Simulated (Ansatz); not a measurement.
MnS:

```
CELL_PARAMETERS angstrom
0.00000 2.47346 2.47346
2.47346 0.00000 2.47346
2.47346 2.47346 0.00000
ATOMIC_POSITIONS crystal
Mn 0.00000 0.00000 0.00000
S 0.75000 0.75000 0.75000
```

The cell is a database's computed one.

Base run:

| Quantity | Value |
| --- | --- |
| Program | Ansatz 0.2.0 |
| Functional | PBEsol |
| Potentials or basis | all-electron LAPW, non-relativistic |
| Cutoff | 344 eV |
| Density cutoff | 1376 eV |
| Basis error allowed | 0.001 eV/atom |
| k mesh | 9 × 9 × 9 |
| Occupations | fermi-dirac, width 0.05 eV |
| Spin | collinear spin, ferromagnetic start |
| Starting moments | [4.0, 0.0] μB |

Its results: pressure -2.0 GPa; net moment 0.20 μB per cell; site moments Mn +0.19; S -0.00 μB.

**Question.** The run is repeated on the same cell with these changes: potentials or basis from all-electron LAPW, non-relativistic to all-electron LAPW, scalar-relativistic. What comes out?

**Answer.** Pressure -3.0 GPa; net moment 0.24 μB per cell; site moments Mn +0.23; S -0.00 μB.

Caveats: the moment fell far below its start of 4 μB, so a state of higher moment may lie lower in energy.

Not every run made on this cell is shown here.
